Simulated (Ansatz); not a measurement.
The system is AlN.

```
CELL_PARAMETERS angstrom
0.00000 2.18399 2.18399
2.18399 0.00000 2.18399
2.18399 2.18399 0.00000
ATOMIC_POSITIONS crystal
Al 0.00000 0.00000 0.00000
N 0.25000 0.25000 0.25000
```

Measurements of this composition are mostly on another form, of space group No. 186.

Base run:

```yaml
Program: Ansatz 0.2.0
Functional: PBEsol
Potentials_or_basis: Ansatz PAW
Cutoff: "420 eV (not typed: the program's choice for these potentials)"
k_mesh: 10 × 10 × 10
Occupations: fermi-dirac, width 0.05 eV
Spin: no spin polarisation
```

Its results: band gap on the k mesh 3.20 eV, indirect (least direct gap 4.12 eV); pressure 1.3 GPa.

**Question.** The run is repeated on the same cell with these changes: functional from PBEsol to BLYP. What comes out?

**Answer.** Band gap on the k mesh 3.69 eV, indirect (least direct gap 4.49 eV); pressure 7.8 GPa.

BLYP binds less tightly than PBEsol, so the same cell stands under more pressure.

Caveats: the PAW data sets come from PBE, with cores solved anew for the run's functional, which leaves a small shift of forces and pressure.
